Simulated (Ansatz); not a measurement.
Free-standing chains of the atoms of CaSe, named by their start (strip: triangular double chain, ladder: square double chain); atoms and period are relaxed, and energies count from relaxed bulk CaSe (Fm-3m, 26.45 Å³/atom, gap on the mesh 2.08 eV).

Computed with DFT PBE, scalar-relativistic, plane waves, PAW (Ansatz 0.2.0).

Cutoff 420 eV, Gaussian smearing of 0.05 eV, energies at zero smearing, symmetry of each start kept, collinear spin where a moment is listed.

```tsv
start	atoms	k mesh	excess energy (eV per host atom)	period (Å)	gap on the mesh (eV)	highest filled level or Fermi level under vacuum (eV)
linear chain	2	1×1×12	1.295	5.278	2.34	4.69
dimerised chain	2	1×1×12	1.295	5.281	2.33	4.69
zigzag chain	2	1×1×14	1.293	5.281	2.37	4.70
ladder chain	4	1×1×12	0.770	5.466	2.70	-
strip chain*	2	1×1×23	1.292	5.281	2.38	4.70
```

Zero in every row: size of the moment (μB per cell).

* ends far from its start.

An odd mesh misses points on the zone edge, so a gap read on it can be too wide.

Each run keeps its start's symmetry and one magnetic start, so lower states can exist. Rows stand on unlike meshes and boxes, so starts that end alike can differ by a few hundredths of an eV per atom.

Cost: 5 runs of about 41 core-minutes in all, on Arm Neoverse N1 (shared hosts).